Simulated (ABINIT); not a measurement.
An input for ABINIT 10.8.3 (CdS (Hawleyite)):

```
acell 3*1.0 Angstrom
rprim 
  0.000000000000 2.958200000000 2.958200000000
  2.958200000000 0.000000000000 2.958200000000
  2.958200000000 2.958200000000 -0.000000000000
ntypat 2
znucl 48 16
natom 2
typat 1 2
xred 
  0.000000000000 0.000000000000 0.000000000000
  0.250000000000 0.250000000000 0.250000000000
pp_dirpath "pseudos"
pseudos "Cd.upf, S.upf"
ecut 47
ngkpt 4 4 4
nshiftk 1
shiftk 0 0 0
kptopt 1
chksymbreak 0
istwfk *1
occopt 1
irdwfk 1
optdriver 3
nband 167
ecuteps 7
inclvkb 2
awtr 1
symchi 1
gwcalctyp 2
nfreqre 6
freqremax 40 eV
nfreqim 3
spmeth 1
nomegasf 120
indata_prefix "in"
outdata_prefix "out"
tmpdata_prefix "tmp"
```

```sh
OMP_NUM_THREADS=1 mpirun -n 4 abinit run.abi > log
```

Estimate wall time and host memory on 4 MPI ranks of Arm Neoverse V1, shared host.

It took 3.3 min; on shared hardware allow 98 s to 6.5 min. Peak host memory was 2.3 GiB.

[Paths, hosts, dates, memory and timing lines, banners, echoed tables and standing remarks are left out of the program output.]

[Logs are printed without paths, hosts, clocks, repeated set-up lines and the standing remarks that a program may print on its own settings, such as how far it seeks lower states.]

[Runs of the session that timed out or met a known fault of the program may be left out.]

[Hosts, paths, dates, database ids (printed as entryN), source tags and the programs' standing remarks are cut or masked in the printed files.]

[G0W0 gaps are taken among the corrected bands and points alone; a level outside them can change the order at an edge.]

[Where Ansatz stands beside ABINIT at settings called matched, ABINIT's density can come from a denser mesh and the files from another edition; pairs whose starting gaps differed by over 0.03 eV were left out, so agreement reads better than it is.]
